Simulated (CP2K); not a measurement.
Ag under changes of volume

One of the cells (18.154 Å³/atom); the others are scaled copies at fixed shape and fractional positions:

```
Ag
1.0
     2.86768    0.00000    0.00000
    -0.95589    2.70367    0.00000
    -0.95589   -1.35184    2.34145
Ag
1
Direct
  0.00000 0.00000 0.00000
```

This isn't the form of Ag at room conditions, which is fcc.

| Property | Result |
| --- | --- |
| Program | CP2K 2026.2 |
| Functional | r2SCAN |
| Potentials or basis | POTENTIAL_UZH Ag GTH-SCAN-q11; TZVP-MOLOPT-SCAN-GTH basis |
| Density cutoff | 9184 eV |
| k mesh | 11 × 11 × 11 |
| Occupations | fermi-dirac, width 0.0259 eV |
| Spin | no spin polarisation |

```tsv
volume (Å³/atom)	energy over the lowest point (meV/atom)	pressure (GPa)
17.065	?	?
17.428	0.00	0.6
17.791	1.15	-1.6
18.154	6.92	-3.5
18.517	16.73	-5.1
18.880	30.02	-6.6
19.243	46.33	-7.8
```

What does the run at 17.065 Å³/atom give?

Energy over the lowest point 4.17 meV/atom; pressure 3.1 GPa.

Worked out: A Birch-Murnaghan fit of order 3 (a polynomial in V^(-2/3)) to the other rows has its minimum at 17.53 Å³/atom with B0 = V·E''(V) = 109 GPa and B' = 5.8. It gives 4.19 meV/atom at 17.065 Å³/atom, against the run's 4.17, and -dE/dV = 3.1 GPa, against 3.1.

Energies are extrapolated to zero smearing.

Caveats: the basis of atomic orbitals isn't converged, which shifts pressures, moduli and gaps.
